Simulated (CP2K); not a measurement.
# MoS2 (P-3m1) in CP2K: settings compared, part 2 of 2

CP2K 2026.2.

## 3. Band structure, LDA

mos2_bands.inp reads:

```
&GLOBAL
  PROJECT mos2_bands
  RUN_TYPE ENERGY_FORCE
  PRINT_LEVEL LOW
&END GLOBAL
&FORCE_EVAL
  METHOD QS
  STRESS_TENSOR ANALYTICAL
  &DFT
    BASIS_SET_FILE_NAME BASIS_MOLOPT_UZH
    POTENTIAL_FILE_NAME GTH_POTENTIALS
    &MGRID
      CUTOFF 450
      REL_CUTOFF 60
      NGRIDS 5
    &END MGRID
    &QS
      METHOD GPW
      EPS_DEFAULT 1.0E-9
    &END QS
    &KPOINTS
      SCHEME MONKHORST-PACK 9 9 4
      GAMMA_CENTERED T
      SYMMETRY T
      SYMMETRY_BACKEND SPGLIB
    &END KPOINTS
    &SCF
      SCF_GUESS ATOMIC
      EPS_SCF 1.0E-6
      MAX_SCF 100
      ADDED_MOS 15
      CHOLESKY OFF
      EPS_EIGVAL 1.0E-7
      &DIAGONALIZATION ON
        ALGORITHM STANDARD
      &END DIAGONALIZATION
      &MIXING ON
        METHOD BROYDEN_MIXING
        ALPHA 0.4
        BETA 1.5
        NBUFFER 8
      &END MIXING
      &SMEAR ON
        METHOD FERMI_DIRAC
        ELECTRONIC_TEMPERATURE 300.56
      &END SMEAR
    &END SCF
    &XC
      &XC_FUNCTIONAL
        &LDA_X
        &END LDA_X
        &LDA_C_PW
        &END LDA_C_PW
      &END XC_FUNCTIONAL
    &END XC
    &PRINT
      &KPOINTS ON
      &END KPOINTS
      &MULLIKEN ON
      &END MULLIKEN
      &MO ON
        ENERGIES T
        OCCUPATION_NUMBERS T
        &EACH
          QS_SCF 0
        &END EACH
        ADD_LAST NUMERIC
      &END MO
      &LOWDIN ON
      &END LOWDIN
      &HIRSHFELD ON
        SHAPE_FUNCTION DENSITY
      &END HIRSHFELD
      &BAND_STRUCTURE
        FILE_NAME bands.bs
        ADDED_MOS 4
        &KPOINT_SET
          UNITS B_VECTOR
          NPOINTS 6
          SPECIAL_POINT GAMMA 0.00000000 0.00000000 0.00000000
          SPECIAL_POINT M 0.50000000 0.00000000 0.00000000
          SPECIAL_POINT K 0.33333333 0.33333333 0.00000000
          SPECIAL_POINT GAMMA 0.00000000 0.00000000 0.00000000
          SPECIAL_POINT A 0.00000000 0.00000000 0.50000000
          SPECIAL_POINT L 0.50000000 0.00000000 0.50000000
          SPECIAL_POINT H 0.33333333 0.33333333 0.50000000
          SPECIAL_POINT A 0.00000000 0.00000000 0.50000000
        &END KPOINT_SET
        &KPOINT_SET
          UNITS B_VECTOR
          NPOINTS 6
          SPECIAL_POINT L 0.50000000 0.00000000 0.50000000
          SPECIAL_POINT M 0.50000000 0.00000000 0.00000000
        &END KPOINT_SET
        &KPOINT_SET
          UNITS B_VECTOR
          NPOINTS 6
          SPECIAL_POINT K 0.33333333 0.33333333 0.00000000
          SPECIAL_POINT H 0.33333333 0.33333333 0.50000000
        &END KPOINT_SET
      &END BAND_STRUCTURE
    &END PRINT
  &END DFT
  &SUBSYS
    &CELL
      A 3.2274645616 0.0000000000 0.0000000000
      B -1.6137322808 2.7950663001 0.0000000000
      C 0.0000000000 0.0000000000 6.3124734200
      PERIODIC XYZ
    &END CELL
    &COORD
      SCALED
      Mo  0.0000000000 0.0000000000 0.5000000000
      S   0.6666666667 0.3333333333 0.7446806800
      S   0.3333333333 0.6666666667 0.2553193200
    &END COORD
    &KIND Mo
      BASIS_SET TZVP-MOLOPT-PBE-GTH-q14
      POTENTIAL GTH-PADE-q14
    &END KIND
    &KIND S
      BASIS_SET TZVP-MOLOPT-PBE-GTH-q6
      POTENTIAL GTH-PADE-q6
    &END KIND
    &PRINT
      &ATOMIC_COORDINATES ON
      &END ATOMIC_COORDINATES
      &CELL ON
      &END CELL
      &SYMMETRY ON
      &END SYMMETRY
    &END PRINT
  &END SUBSYS
  &PRINT
    &FORCES ON
    &END FORCES
    &STRESS_TENSOR ON
    &END STRESS_TENSOR
  &END PRINT
&END FORCE_EVAL
```

Potentials or basis: GTH_POTENTIALS Mo GTH-PADE-q14, S GTH-PADE-q6; TZVP-MOLOPT-PBE-GTH basis.

The run is started by

```
OMP_NUM_THREADS=1 cp2k.psmp -i mos2_bands.inp -o mos2_bands.out
```

mos2_bands.out:

```text

 CP2K| version string:                                       CP2K version 2026.2
 CP2K| Input file name                                            mos2_bands.inp

 GLOBAL| Force Environment number                                              1
 GLOBAL| Basis set file name                                    BASIS_MOLOPT_UZH
 GLOBAL| Potential file name                                      GTH_POTENTIALS
 GLOBAL| MM Potential file name                                     MM_POTENTIAL
 GLOBAL| Coordinate file name                                      __STD_INPUT__
 GLOBAL| Method name                                                        CP2K
 GLOBAL| Project name                                                 mos2_bands
 GLOBAL| Run type                                                   ENERGY_FORCE
 GLOBAL| FFT library                                                       FFTW3
[... 6 lines left out ...]
 GLOBAL| Total number of message passing processes                             1
 GLOBAL| Number of threads for this process                                    1
 GLOBAL| CPU model name                                                  UNKNOWN

 CELL| Volume [angstrom^3]:                                            56.944680
 CELL| Vector a [angstrom]:       3.227     0.000     0.000   |a| =     3.227465
 CELL| Vector b [angstrom]:      -1.614     2.795     0.000   |b| =     3.227465
 CELL| Vector c [angstrom]:       0.000     0.000     6.312   |c| =     6.312473
 CELL| Angle (b,c), alpha [degree]:                                    90.000000
 CELL| Angle (a,c), beta  [degree]:                                    90.000000
 CELL| Angle (a,b), gamma [degree]:                                   120.000000
 CELL| Numerically orthorhombic:                                              NO
[... 693 lines left out ...]
 KPOINTS| Special point     1       GAMMA     0.000000     0.000000     0.000000
 KPOINTS| Special point     2           M     0.500000     0.000000     0.000000
 KPOINTS| Special point     3           K     0.333333     0.333333     0.000000
 KPOINTS| Special point     4       GAMMA     0.000000     0.000000     0.000000
 KPOINTS| Special point     5           A     0.000000     0.000000     0.500000
 KPOINTS| Special point     6           L     0.500000     0.000000     0.500000
 KPOINTS| Special point     7           H     0.333333     0.333333     0.500000
 KPOINTS| Special point     8           A     0.000000     0.000000     0.500000
 KPOINTS| Number of k-points in set    2                                       7
 KPOINTS| In units of b-vector [2pi/Bohr]
 KPOINTS| Special point     1           L     0.500000     0.000000     0.500000
 KPOINTS| Special point     2           M     0.500000     0.000000     0.000000
 KPOINTS| Number of k-points in set    3                                       7
 KPOINTS| In units of b-vector [2pi/Bohr]
 KPOINTS| Special point     1           K     0.333333     0.333333     0.000000
 KPOINTS| Special point     2           H     0.333333     0.333333     0.500000

 ENERGY| Total FORCE_EVAL ( QS ) energy [hartree]            -88.778588373224522

 FORCES| Atomic forces [hartree/bohr]
 FORCES|   Atom     x               y               z               |f|
 FORCES|      1 -1.97831818E-09 -5.29406121E-09  9.78860662E-08   9.80490835E-08
 FORCES|      2 -1.77231271E-09  2.01435780E-08  1.91627140E-03   1.91627140E-03
 FORCES|      3  3.75111260E-09 -1.48506885E-08 -1.91636928E-03   1.91636928E-03
 FORCES| Sum     4.81706591E-13 -1.17173474E-12  8.88071344E-12
 FORCES| Total atomic force                                       8.97062287E-12

 STRESS| Analytical stress tensor [bar]
 STRESS|                        x                   y                   z
 STRESS|      x       -6.78748462481E+04  -7.15226158763E-04  -3.60980303190E-02
 STRESS|      y       -7.15226158763E-04  -6.78741879432E+04   7.66251705289E-02
 STRESS|      z       -3.60980303190E-02   7.66251705289E-02  -1.88515646377E+04
 STRESS| 1/3 Trace                                            -5.15335329430E+04
 STRESS| Determinant                                          -8.68482170429E+13

 STRESS| Eigenvectors and eigenvalues of the analytical stress tensor [bar]
 STRESS|                        1                   2                   3
 STRESS| Eigenvalues  -6.78748462489E+04  -6.78741879426E+04  -1.88515646375E+04
 STRESS|      x           0.999999409797     -0.001086464581     -0.000000736345
 STRESS|      y           0.001086464582      0.999999409796      0.000001563057
 STRESS|      z           0.000000734646     -0.000001563856      0.999999999999
```

Run time: 28 s. Hardware: 1 thread of Arm Neoverse V2, shared host; peak memory 0.33 GiB.

What came out:

* Free energy: -2415.7882 eV
* Pressure: -5.2 GPa
* Largest force: 0.099 eV/Å
* Band gap on the k mesh: none (metal or under the smearing width)
* Mulliken charges: Mo -0.59; S +0.29 e
* Hirshfeld charges: Mo +0.24; S -0.12 e

Forces on the atoms (eV/Å):
```
Mo   0.000  0.000  0.000
S    0.000  0.000  0.099
S    0.000  0.000 -0.099
```

Stress tensor (GPa, compression positive):
```
-6.79  0.00  0.00
 0.00 -6.79  0.00
 0.00  0.00 -1.89
```

Levels at the corners of the path, in eV from the Fermi level:
| point | band 11 | band 12 | band 13 | band 14 | band 15 | band 16 |
| --- | --- | --- | --- | --- | --- | --- |
| Γ | -1.07 | -0.95 | -0.95 | -0.30 | -0.30 | 3.23 |
| M | -3.20 | -1.76 | -1.71 | 0.95 | 1.74 | 3.69 |
| K | -3.87 | -3.45 | 0.64 | 0.84 | 0.84 | 2.87 |
| Γ | -1.07 | -0.95 | -0.95 | -0.30 | -0.30 | 3.23 |
| A | -0.96 | -0.96 | -0.36 | -0.36 | -0.03 | 3.39 |
| L | -2.38 | -2.11 | -1.61 | 0.95 | 1.75 | 3.35 |
| H | -3.80 | -3.80 | 0.37 | 0.37 | 0.65 | 3.65 |
| A | -0.96 | -0.96 | -0.36 | -0.36 | -0.03 | 3.39 |
| L | -2.38 | -2.11 | -1.61 | 0.95 | 1.75 | 3.35 |
| M | -3.20 | -1.76 | -1.71 | 0.95 | 1.74 | 3.69 |
| K | -3.87 | -3.45 | 0.64 | 0.84 | 0.84 | 2.87 |
| H | -3.80 | -3.80 | 0.37 | 0.37 | 0.65 | 3.65 |

Caveat: Mulliken charges move with the basis; the basis of atomic orbitals isn't converged, which shifts pressures, moduli and gaps.
